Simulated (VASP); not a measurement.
Here is a VASP 6.6.1 calculation.

Contents of INCAR:

```
SYSTEM = Pd
PREC = Accurate
ENCUT = 520
EDIFF = 1E-6
ISMEAR = -1
SIGMA = 0.05
LREAL = .FALSE.
LASPH = .TRUE.
NELM = 150
ALGO = Normal
ISIF = 2
LWAVE = .FALSE.
LCHARG = .FALSE.
ISPIN = 2
MAGMOM = 0.413 0.413
LORBIT = 11
LMAXMIX = 4
GGA = CA
NBANDS = 21
```

File KPOINTS:

```
Automatic mesh
0
G
  16 16 16
  0 0 0
```

Contents of POSCAR:

```
Pd
1.0
    0.0000000000      2.8089005936      2.8089005936
    2.8089005936      0.0000000000      2.8089005936
    2.8089005936      2.8089005936      0.0000000000
Pd
2
Direct
    0.1250000000      0.1250000000      0.1250000000
    0.8750000000      0.8750000000      0.8750000000
```

Potentials or basis: VASP PAW LDA potentials, release 64 (Pd).

Run with:

```bash
$ cat potpaw_LDA.64/Pd/POTCAR > POTCAR
$ mpirun -np 1 vasp_std > vasp.out
```

Problem. What does it give for the band gap on the k mesh?

Solution. None (metal or under the smearing width).

Problem. Predict the net moment.

Solution. 0.82 μB per cell.

Problem. Estimate the pressure.

Solution. -0.3 GPa.
